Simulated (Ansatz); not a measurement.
# Axial (c/a) deformation path in CoSn

All numbers below come from Ansatz, DFT PBEsol, scalar-relativistic, plane waves, PAW. The runs took a 420 eV cutoff, a Γ-centred 12×12×12 mesh and Gaussian smearing (0.15 eV). No spin polarisation. A magnetic state may lie lower. Energies are free energies at this smearing, counted from the undisturbed cell; pressure is positive in compression.

Reference structure (relaxed at this level; it needn't be the usual structure):

```xyz
6
Lattice="5.2197 0.0000 0.0000 -2.6099 4.5204 0.0000 0.0000 0.0000 4.1685" Properties=species:S:1:pos:R:3 pbc="T T T"
Co   -1.3049    2.2602    0.0000
Co    1.3049    2.2602    0.0000
Co    2.6099    0.0000    0.0000
Sn    2.6099    1.5068    2.0842
Sn    0.0000    3.0136    2.0842
Sn    0.0000    0.0000    0.0000
```

At fixed volume and fractional coordinates, lengths along (0.000, 0.000, 1.000) are scaled against those across it; ρ is that ratio over its starting value. The cell is metallic on the mesh throughout.

```csv
ρ,ΔE (meV/atom),pressure (GPa)
0.800,310.2,6.5
0.850,179.1,3.7
0.920,51.0,1.1
0.960,12.8,0.3
1.000,0.0,0.0
1.050,?,?
1.100,62.7,1.6
1.200,?,?
1.300,443.8,12.4
```

Give the withheld values.

ΔE (meV/atom) at ρ = 1.050: 16.1; pressure (GPa) at ρ = 1.050: 0.4; ΔE (meV/atom) at ρ = 1.200: 225.6; pressure (GPa) at ρ = 1.200: 5.9.

Cost: 9 runs of about 3.4 core-minutes in all, on Intel Xeon 6975P-C (Granite Rapids) (shared hosts).